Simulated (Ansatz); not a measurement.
A run of Ansatz 0.2.0 is set up as follows.

input.yaml

```yaml
crystal:
  lattice:
    - [0.0, 3.15085, 3.15085]
    - [3.15085, 0.0, 3.15085]
    - [3.15085, 3.15085, 0.0]
  atoms:
    - { symbol: Te, position: [0.510412, 0.494138, 0.5059] }
    - { symbol: Sn, position: [0.003592, -0.009835, -0.003528] }
kpoints:
  mp_grid: { grid: [7, 7, 7] }
scf:
  occupations: { method: fermi_dirac, width: 0.05 }
hamiltonian:
  xc: pbe
  pseudopotentials: { kind: all_electron, lapw: { basis_error: 0.001 } }
output:
  forces: true
  stress: true
  eigenvalues: true
  populations: true
```

Potentials or basis: all-electron LAPW, scalar-relativistic.

The run is started by

```console
$ ansatz run input.yaml --threads 1 --pin off --max-ram 3072MiB --backend cpu --events-out ev --progress --plain --runs-dir out
```

**Question.** Estimate the band gap on the k mesh.

**Answer.** 0.66 eV, direct.

**Question.** Estimate the largest force.

**Answer.** 0.021 eV/Å.

**Question.** Estimate the pressure.

**Answer.** 2.3 GPa.

Forces in eV/Å, atoms in the order of the input:
```
Te  -0.012 -0.014 -0.009
Sn   0.012  0.014  0.009
```

Caveat: spin-orbit coupling is left out, which moves the levels of the heavy elements; an odd mesh through Γ misses points on the zone boundary, where band edges often lie.
